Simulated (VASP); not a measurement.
Here is a VASP 6.6.1 calculation.

File INCAR:

```
PREC = Accurate ; ENCUT = 600
EDIFF = 1E-7 ; ISMEAR = 0
SIGMA = 0.03 ; LREAL = F
LASPH = T ; NELM = 80
ALGO = Normal ; ISIF = 2
LWAVE = F ; LCHARG = F
METAGGA = R2SCAN ; LMIXTAU = T
IBRION = 2 ; NSW = 40
EDIFFG = -0.01
```

File KPOINTS:

```
regular mesh
0
Gamma
  10 10 10
```

Contents of POSCAR:

```
SrO                                     
1.0
    0.0000000000      2.5666639813      2.5666639813
    2.5666639813      0.0000000000      2.5666639813
    2.5666639813      2.5666639813      0.0000000000
  Sr              O             
     1     1
Direct
     0.5000000000000000    0.5000000000000000    0.5000000000000000
     0.0000000000000000    0.0000000000000000    0.0000000000000000
```

Potentials or basis: VASP PAW PBE potentials, release 64 (Sr_sv, O).

Launch:

```sh
$ cat potpaw_PBE.64/Sr_sv/POTCAR potpaw_PBE.64/O/POTCAR > POTCAR
$ mpirun -np 1 vasp_std > vasp.out
```

Question: Estimate the band gap on the k mesh.

Answer: 3.74 eV, indirect (least direct gap 3.82 eV).

Final structure:
```
CELL_PARAMETERS angstrom
0.00000 2.56666 2.56666
2.56666 0.00000 2.56666
2.56666 2.56666 0.00000
ATOMIC_POSITIONS crystal
Sr 0.50000 0.50000 0.50000
O 0.00000 0.00000 0.00000
```

Caveat: the relaxation stopped at its first step, so nothing moved. A k mesh can miss the band edges.
